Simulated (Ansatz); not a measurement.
## LiNbO3 and a variant

Base: an entry of the Crystallography Open Database (COD), ions relaxed with PBE at fixed cell.

```xyz
10
Lattice="2.5689 1.4832 4.4996 -2.5689 1.4832 4.4996 0.0000 -2.9663 4.4996" Properties=species:S:1:pos:R:3 pbc="T T T"
Li    0.0000    0.0000   10.1240
Li    0.0000    0.0000    3.3747
Nb    0.0000    0.0000    6.7494
Nb    0.0000    0.0000    0.0000
O    -0.6601    1.4832    7.8742
O    -0.9544   -1.3132    7.8742
O     1.6145   -0.1699    7.8742
O     0.9544    1.3132    5.6245
O     0.6601   -1.4832    5.6245
O    -1.6145    0.1699    5.6245
```

Sites (sets of like atoms) are named by element and the number of their first atom in this list.

All values are calculated (Ansatz; DFT, PBE, plane waves and PAW, scalar-relativistic, 420 eV cutoff, Γ-centred 7×7×7 k-points, Fermi–Dirac smearing 0.02 eV), not measured.

Gradients in 10²¹ V/m²:

| site | atoms | V_zz base | η base | V_zz variant | η variant |
| --- | --- | --- | --- | --- | --- |
| Li | 1, 2 | 0.27 | 0.00 | 0.28 | 0.00 |
| Nb | 3, 4 | 0.22 | 0.00 | 1.01 | 0.00 |
| O | 5, 6, 7, 8, 9, … | 0.78 | 0.65 | 0.70 | 0.85 |

Problem. Which change was made?
A. z compressed by 1 %, ions relaxed
B. z stretched by 3 %, ions relaxed
C. volume scaled by 0.98, ions relaxed
D. volume scaled by 1.06, ions relaxed

Solution. A. The largest change of V_zz is on Nb, from 0.22 to 1.01. In per cent, |V_zz| changes by -10 on O (all sites that start above 0.5). Where |V_zz| stays above 0.1, η moves most on O, from 0.65 to 0.85.

This high-symmetry form of LiNbO3 is unstable when cold, to polar shifts of Li and Nb. The symmetry of the cell holds that distortion back, wholly or in part, and it would change the field gradients, the more the larger the distortion. Without spin–orbit coupling (the program notes it for Nb) the gradients are little affected as a rule: paired runs on crystals with a gap mostly move them by under 2 % at such atoms. With these PAW files V_zz is typically within 2 to 3 % of all-electron values, but misses above 10 % occur on Li.
For the base: At this cell the PBE pressure is 9 GPa, so with PBE the cell would grow if it were relaxed.
For the variant: At this changed cell the PBE pressure is 11 GPa.
